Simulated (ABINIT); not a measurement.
Runs of ABINIT 10.8.3 (patched build) on CsPbBr3. Symmetry: Pm-3m, No. 221, cubic system. The conventional cell has a = 5.870 Å, b = 5.870 Å, c = 5.870 Å, α = 90.00°, β = 90.00°, γ = 90.00°. Pb (site symmetry m-3m) is surrounded by 6 Br at 2.94 Å. Cs (site symmetry m-3m) is surrounded by 12 Br at 4.15 Å. Br (site symmetry 4/mmm) has 2 Pb at 2.94 Å as nearest neighbours. Measurements of this composition are mostly on another form, of space group No. 62.

```csv
task,level,potentials or basis,cell,k mesh,cutoff (eV),smearing,cell freedom (optcell),optimiser (ionmov),cutoff smearing ecutsm (Ha),force stop (Ha/bohr),cutoff of the screening (Ha),mesh quality,gap on the mesh (eV),pressure (GPa)
relaxation of cell and atoms,PBE,SPMS NC PBE v1.0,relaxed,4 × 4 × 4,490,fermi-dirac 0.05 eV,2,2,0.5,2e-05,-,not flagged,1.79,0.0
single point,LDA,PseudoDojo NC SR LDA v0.4.1 standard,as given,4 × 4 × 4,707,fermi-dirac 0.05 eV,-,-,-,-,-,not flagged,(a),-1.1
single point,PBE,SPMS NC PBE v1.0,cell relaxed,4 × 4 × 4,490,fermi-dirac 0.05 eV,-,-,-,-,-,not flagged,1.79,0.0
positron lifetime,PBEsol,JTH PAW PBE v2.0,as given,4 × 4 × 4,517,fermi-dirac 0.05 eV,-,-,-,-,-,not flagged,1.42,-
single point,PBE,PseudoDojo NC SR PBE v0.4.1 standard,as given,4 × 4 × 4,707,fermi-dirac 0.05 eV,-,-,-,-,-,not flagged,1.53,1.6
effective masses,PBE,PseudoDojo NC SR PBE v0.4.1 standard,as given,4 × 4 × 4,707,fixed,-,-,-,-,-,not flagged,-,1.6
```

Alike in all rows: no spin polarisation.

**Question.** Estimate the missing entries.

**Answer.** (a) 1.39.

Caveats: spin-orbit coupling is left out, which as a rule narrows the gap of such compounds by several tenths of an eV (some runs); the PAW basis is incomplete for the positron (some runs); the PAW data sets were made with another functional, which shifts forces and pressure a little (some runs); the masses are taken at a mesh point that needn't be the band's extremum (some runs).

A k mesh can miss the band edges, and the runs leave out spin-orbit coupling on Br, Cs, Pb.
